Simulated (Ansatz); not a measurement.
The system is NiGe.

```
CELL_PARAMETERS angstrom
5.38100 0.00000 0.00000
0.00000 3.42800 0.00000
0.00000 0.00000 5.81100
ATOMIC_POSITIONS crystal
Ge 0.31200 0.75000 0.91700
Ge 0.68800 0.25000 0.08300
Ge 0.18800 0.25000 0.41700
Ge 0.81200 0.75000 0.58300
Ni 0.49500 0.75000 0.31000
Ni 0.50500 0.25000 0.69000
Ni 0.00500 0.25000 0.81000
Ni 0.99500 0.75000 0.19000
```

- Program: Ansatz 0.2.0
- Task: relaxation of cell and atoms
- Functional: LDA
- Potentials or basis: Ansatz PAW
- Cutoff: 420 eV (not typed: the program's choice for these potentials)
- k mesh: 5 × 8 × 5
- Occupations: fermi-dirac, width 0.05 eV
- Spin: collinear spin, ferromagnetic start
- Starting moments: [0.0, 0.0, 0.0, 0.0, 1.0, 1.0, 1.0, 1.0] μB

At the start: volume 13.40 Å³/atom.

How do energy, volume and symmetry change on relaxing?

It ends after 7 steps and the volume is 12.74 Å³/atom (-4.9 %); space group Pnma (No. 62, to 0.05 Å); moment 0.00 μB per cell.

Step by step:
| step | energy change (eV) | largest force (eV/Å) | volume (Å³) |
| --- | --- | --- | --- |
| 1 | 0.0000 | 0.2400 | 107.19 |
| 2 | -0.1398 | 0.1711 | 103.40 |
| 3 | -0.1705 | 0.0479 | 101.36 |
| 4 | -0.1725 | 0.0140 | 101.83 |
| 5 | -0.1726 | 0.0096 | 101.92 |
| 6 | -0.1727 | 0.0022 | 101.91 |
| 7 | -0.1703 | 0.0022 | 101.91 |

Final structure:
```yaml
crystal:
  lattice:
    - [5.19728, 0.00000, 0.00000]
    - [0.00000, 3.44993, 0.00000]
    - [0.00000, 0.00000, 5.68390]
  atoms:
    - { symbol: Ge, position: [0.30986, 0.75000, 0.90952] }
    - { symbol: Ge, position: [0.69014, 0.25000, 0.09048] }
    - { symbol: Ge, position: [0.19014, 0.25000, 0.40952] }
    - { symbol: Ge, position: [0.80986, 0.75000, 0.59048] }
    - { symbol: Ni, position: [0.49285, 0.75000, 0.30899] }
    - { symbol: Ni, position: [0.50715, 0.25000, 0.69101] }
    - { symbol: Ni, position: [0.00715, 0.25000, 0.80899] }
    - { symbol: Ni, position: [0.99285, 0.75000, 0.19101] }
```

Caveat: the plane-wave basis is chosen anew once the cell has moved, so the energies of steps on either side of that aren't comparable; the PAW data sets come from PBE, with cores solved anew for the run's functional, which leaves a small shift of forces and pressure; the starting moments weren't kept.
